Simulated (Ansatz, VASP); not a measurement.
**One calculation of Sn3Se, two programs**

The input INCAR:

```
SYSTEM = Sn3Se
PREC = Accurate
ENCUT = 520
EDIFF = 1E-6
ISMEAR = -1
SIGMA = 0.05
LREAL = .False.
LASPH = .True.
NELM = 80
ALGO = Normal
ISIF = 2
LWAVE = .False.
LCHARG = .False.
GGA = PS
NBANDS = 32
```

KPOINTS

```
regular mesh
0
Gamma
  6 6 6
  0 0 0
```

The input POSCAR:

```
Sn3Se
1.0
    4.6777916979      0.0000000000      0.0000000000
    0.0000000000      4.6777916979      0.0000000000
    0.0000000000      0.0000000000      4.6777916979
Sn Se
3 1
Direct
    0.5000000000      0.5000000000      0.0000000000
    0.5000000000      0.0000000000      0.5000000000
    0.0000000000      0.5000000000      0.5000000000
    0.0000000000      0.0000000000      0.0000000000
```

File input.yaml:

```yaml
crystal:
  lattice:
    - [4.6777916979, 0.0, 0.0]
    - [0.0, 4.6777916979, 0.0]
    - [0.0, 0.0, 4.6777916979]
  atoms:
    - { symbol: Sn, position: [0.5, 0.5, 0.0] }
    - { symbol: Sn, position: [0.5, 0.0, 0.5] }
    - { symbol: Sn, position: [0.0, 0.5, 0.5] }
    - { symbol: Se, position: [0.0, 0.0, 0.0] }
hamiltonian:
  xc: pbesol
  pseudopotentials: { kind: paw }
kpoints:
  mp_grid: { grid: [6, 6, 6] }
scf:
  occupations: { method: fermi_dirac, width: 0.05 }
output:
  forces: true
  stress: true
  eigenvalues: true
  write_density: true
  write_potential: true
  elf: true
  volumetric_format: npy
```

The cell comes from a database or a generator and needn't be the stable form of this composition.

Alike in both runs: task single point; functional PBEsol; k mesh 6 × 6 × 6; occupations fermi-dirac, width 0.05 eV; no spin polarisation.

```csv
,VASP,Ansatz
version,VASP 6.6.1,Ansatz 0.2.0
potentials or method,"VASP PAW PBE potentials, release 64 (Sn_d, Se)",Ansatz PAW
plane-wave cutoff (eV),520,420
valence electrons in the cell,48,58
```

```tsv
	VASP	Ansatz	Ansatz less VASP
gap on the k mesh at the Fermi level (eV)	none	none	-
pressure (GPa)	-0.7	-0.7	+0.02
```

A gap of «none» marks a metal or a gap that the smearing closes. The two sets of potentials don't hold the same shells in valence.

Caveats: the PAW data sets were made with another functional, which shifts forces and pressure a little (VASP); the PAW data sets come from PBE, with cores solved anew for the run's functional, which leaves a small shift of forces and pressure (Ansatz).
